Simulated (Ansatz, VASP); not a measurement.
## Hf: VASP beside Ansatz

INCAR

```
  PREC = Accurate
  ENCUT = 520
  EDIFF = 1E-6
  ISMEAR = -1
  SIGMA = 0.05
  LREAL = F
  LASPH = T
  NELM = 100
  ALGO = Normal
  ISIF = 2
  LWAVE = F
  LCHARG = F
  GGA = PS
  NBANDS = 11
```

Contents of KPOINTS:

```
regular mesh
0
Gamma
  14 14 14
```

POSCAR

```
Hf
1.0
   -1.7681529262      1.7681529262      1.7681529262
    1.7681529262     -1.7681529262      1.7681529262
    1.7681529262      1.7681529262     -1.7681529262
Hf
1
Direct
    0.0000000000      0.0000000000      0.0000000000
```

Input for Ansatz:

```yaml
crystal:
  lattice:
    - [-1.7681529262, 1.7681529262, 1.7681529262]
    - [1.7681529262, -1.7681529262, 1.7681529262]
    - [1.7681529262, 1.7681529262, -1.7681529262]
  atoms:
    - { symbol: Hf, position: [0.0, 0.0, 0.0] }
kpoints:
  mp_grid: { grid: [14, 14, 14] }
  band_path:
    path:
      - [0.0, 0.0, 0.0]
      - [0.5, -0.5, 0.5]
      - [0.0, 0.0, 0.5]
      - [0.0, 0.0, 0.0]
      - [0.25, 0.25, 0.25]
      - [0.5, -0.5, 0.5]
      - [0.25, 0.25, 0.25]
      - [0.0, 0.0, 0.5]
    npoints: 5
scf:
  occupations: { method: fermi_dirac, width: 0.05 }
hamiltonian:
  xc: pbesol
  pseudopotentials: { kind: all_electron, lapw: { basis_error: 0.0005 } }
output:
  forces: true
  stress: true
  eigenvalues: true
```

Change from the starting cell: volume scaled by 0.94.

Alike in both runs: task single point; functional PBEsol; k mesh 14 × 14 × 14; occupations fermi-dirac, width 0.05 eV; no spin polarisation.

|  | VASP | Ansatz |
| --- | --- | --- |
| version | VASP 6.6.1 | Ansatz 0.2.0 |
| potentials or method | VASP PAW PBE potentials, release 64 (Hf_pv) | all-electron LAPW, scalar-relativistic |
| plane-wave cutoff (eV) | 520 | see its input |

```tsv
	VASP	Ansatz	Ansatz less VASP
pressure (GPa)	-4.2	-3.9	+0.30
```

Ansatz ran all-electron here, so the differences hold the error of VASP's frozen core and of both bases.

Caveats: the PAW data sets were made with another functional, which shifts forces and pressure a little (VASP). Spin-orbit coupling is left out, which matters for the levels of Hf.
